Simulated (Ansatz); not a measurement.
Runs of Ansatz 0.2.0 on PbSe (Clausthalite). It takes space group Fm-3m (No. 225, cubic). Conventional cell: a = 6.121 Å, b = 6.121 Å, c = 6.121 Å, α = 90.00°, β = 90.00°, γ = 90.00°. Around Pb (site symmetry m-3m) lie 6 Se at 3.06 Å. Around Se (site symmetry m-3m) lie 6 Pb at 3.06 Å. 

```csv
task,level,potentials or basis,spin,cell,k mesh,cutoff (eV),atoms under strain,gap on the mesh (eV),pressure (GPa),V0 of scaled cells (Å³/atom),relaxed volume (Å³/atom),B0 (GPa)
equation of state,r2SCAN,Ansatz PAW,"SOC, no magnetisation",as given,8 × 8 × 8,500,-,-,-,(a),-,50
elastic constants,PBE,Ansatz PAW,off,as given,6 × 6 × 6,420,clamped,0.29,2.4,-,-,-
relaxation of cell and atoms,PBE,Ansatz PAW,off,relaxed,8 × 8 × 8,420,-,0.43,0.0,-,(b),-
equation of state,PBE,Ansatz NC,off,as given,8 × 8 × 8,1170,-,-,-,30.05,-,47
relaxation of cell and atoms,r2SCAN,Ansatz PAW,off,relaxed,8 × 8 × 8,500,-,0.67,0.0,-,29.49,-
single point,PBE,Ansatz PAW,off,as given,8 × 8 × 8,800,-,0.29,2.4,-,-,-
```

Alike in all rows: smearing fermi-dirac 0.05 eV.

Problem. Estimate the missing entries.

Solution. (a) 29.28; (b) 30.04.

Caveats: spin-orbit coupling is left out, which as a rule narrows the gap of such compounds by several tenths of an eV (some runs); the plane-wave basis is chosen anew once the cell has moved, so the energies of steps on either side of that aren't comparable (some runs); the PAW data sets were made with another functional, which shifts forces and pressure a little (some runs); the PAW data sets come from PBE, with cores solved anew for the run's functional, which leaves a small shift of forces and pressure (some runs).

A k mesh can miss the band edges, and rows without SOC leave out spin-orbit coupling on Pb, Se.
